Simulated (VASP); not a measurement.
A run of VASP 6.6.1 is set up as follows.

The input INCAR:

```
SYSTEM = NbC
  PREC = Accurate
  ENCUT = 600
  EDIFF = 1E-6
  ISMEAR = 1
  SIGMA = 0.1
  LREAL = .False.
  LASPH = .True.
  NELM = 80
  ALGO = Normal
  ISIF = 3
  LWAVE = .False.
  LCHARG = .False.
  GGA = PE
  IVDW = 12
  IBRION = 2
  NSW = 90
  EDIFFG = -0.01
```

File KPOINTS:

```
regular mesh
0
Gamma
  14 14 14
  0 0 0
```

File POSCAR:

```
NbC
1.0
    0.0000000000      2.2345500000      2.2345500000
    2.2345500000      0.0000000000      2.2345500000
    2.2345500000      2.2345500000      0.0000000000
Nb C
1 1
Direct
    0.0000000000      0.0000000000      0.0000000000
    0.5000000000      0.5000000000      0.5000000000
```

Potentials or basis: VASP PAW PBE potentials, release 64 (Nb_sv, C).

Run with:

```bash
$ cat potpaw_PBE.64/Nb_sv/POTCAR potpaw_PBE.64/C/POTCAR > POTCAR
$ mpirun -np 1 vasp_std > vasp.out
```

(1) Estimate the band gap on the k mesh.

(2) Estimate the relaxed cell.

(3) What does it give for the dispersion energy per atom?

(4) What does it give for the space group after relaxing (to 0.05 Å)?

Answers

(1) none (metal or under the smearing width).

(2) a = 3.145 Å, b = 3.145 Å, c = 3.145 Å, α = 60.00°, β = 60.00°, γ = 60.00°.

(3) -0.497 eV.

(4) Fm-3m (No. 225).
